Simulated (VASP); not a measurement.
The system is BN.

```
N B
1.0
     0.00000    1.81300    1.81300
     1.81300    0.00000    1.81300
     1.81300    1.81300    0.00000
N B
1 1
Direct
  0.25000 0.25000 0.25000
  0.00000 0.00000 0.00000
```

The cell is a database's computed one.

```yaml
Program: VASP 6.6.1
Task: relaxation of cell and atoms
Functional: RPBE
Dispersion: D4
Potentials_or_basis: VASP PAW PBE potentials, release 64 (N, B)
Cutoff: 600 eV
k_mesh: 13 × 13 × 13
Occupations: fermi-dirac, width 0.05 eV
Spin: no spin polarisation
```

At the start: pressure -9.6 GPa; volume 5.96 Å³/atom.

Task: Where does the relaxation end?

Result: Over 3 steps the energy falls by 4.5 meV/atom and the volume is 5.81 Å³/atom (-2.5 %); space group F-43m (No. 216, to 0.05 Å).

Step by step:
```tsv
step	energy change (eV)	largest force (eV/Å)	pressure (GPa)	volume (Å³)
1	0.0000	0.0000	-9.56	11.92
2	0.0013	0.0000	11.24	11.32
3	-0.0091	0.0000	-0.03	11.62
```

Final structure:
```xyz
2
Lattice="0.0000 1.7978 1.7978 1.7978 0.0000 1.7978 1.7978 1.7978 0.0000" Properties=species:S:1:pos:R:3 pbc="T T T"
N     0.8989    0.8989    0.8989
B     0.0000    0.0000    0.0000
```

Caveat: the PAW data sets were made with another functional, which shifts forces and pressure a little.
